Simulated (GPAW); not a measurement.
TiTe:

```
CELL_PARAMETERS angstrom
0.00000 3.05007 3.05007
3.05007 0.00000 3.05007
3.05007 3.05007 0.00000
ATOMIC_POSITIONS crystal
Ti 0.50000 0.50000 0.50000
Te 0.00000 0.00000 0.00000
```

The cell comes from a database or a generator and needn't be the stable form of this composition.

| Property | Result |
| --- | --- |
| Program | GPAW 26.7.0 |
| Task | relaxation of cell and atoms |
| Functional | RPBE |
| Potentials or basis | the program's PAW data sets (release 1.2.1) made for this functional |
| Cutoff | 600 eV |
| Basis | pw |
| k mesh | 8 × 8 × 8 |
| Occupations | fermi-dirac, width 0.05 eV |
| Spin | no spin polarisation |

At the start: pressure -9.4 GPa; volume 28.37 Å³/atom.

**Question.** How do energy, volume and symmetry change on relaxing?

**Answer.** Over 5 steps the energy falls by 180.0 meV/atom and the volume is 23.11 Å³/atom (-18.5 %); space group Fm-3m (No. 225, to 0.05 Å).

The path:
| step | energy change (eV) | largest force (eV/Å) | pressure (GPa) | volume (Å³) |
| --- | --- | --- | --- | --- |
| 1 | 0.0000 | 0.0000 | -9.37 | 56.75 |
| 2 | -0.1082 | 0.0000 | -8.42 | 54.77 |
| 3 | -0.3132 | 0.0000 | 5.11 | 43.43 |
| 4 | -0.3590 | 0.0000 | -0.99 | 46.83 |
| 5 | -0.3600 | 0.0000 | -0.08 | 46.22 |

Final structure:
```xyz
2
Lattice="0.0000 2.8484 2.8484 2.8484 0.0000 2.8484 2.8484 2.8484 0.0000" Properties=species:S:1:pos:R:3 pbc="T T T"
Ti    2.8484    2.8484    2.8484
Te    0.0000    0.0000    0.0000
```

Caveat: later steps reuse the first step's grids; the volume moved by over 15 % at a fixed basis, so the end points are rough.
